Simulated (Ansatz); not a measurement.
# Does disorder add resistance in series? Ta(100) layers with 50 % Ti

Two lengths of the disordered region are known. What area resistance does the third give?

Set-up. Ansatz 0.2.0, plane waves with PAW datasets at their recommended cutoffs (420 eV for most), Fermi-Dirac smearing; ballistic transmission by layer matching. The area resistance is RA = A (h/2e²)(1/T − 1/N), with T the zone-mean transmission per spin and N the lead's channels, both averaged over a few energies near the Fermi level; for magnets each spin is taken apart, with h/e², and the two conduct in parallel. Lateral cell 2x2, PBE, a fresh random draw for each length.

The runs, with one result withheld:

| length (Å) | channels N | RA (fΩ m²) |
| --- | --- | --- |
| 6.61 | 10.34 | 0.248 |
| 13.2 | 10.26 | 0.361 |
| 19.8 | 10.26 | ? |

**Fit on the rows shown.**

Ohm's law makes RA linear in the length: the slope is (0.361 − 0.248)/(13.2 − 6.61) = 0.0172 fΩ m² per Å, or 17 µΩ cm. Then 0.361 + 0.0172 × 6.61. Predicted: 0.474 fΩ m².

**The withheld run.**

0.554 fΩ m², so the prediction is 14 % too low. The three lengths together give 23 µΩ cm. The two increments are 0.11 and 0.19 fΩ m²; with one draw for each length, their difference can't be told from scatter.

Caveats: The scatterers repeat sideways with the small cell. The slope is a raw one; a model of isotropic scattering puts it 1.04 times the bulk value over these lengths. Atoms sit unrelaxed on the host's lattice, and the pair may not mix at random in practice. Spin-orbit coupling is left out, which matters for Ta.
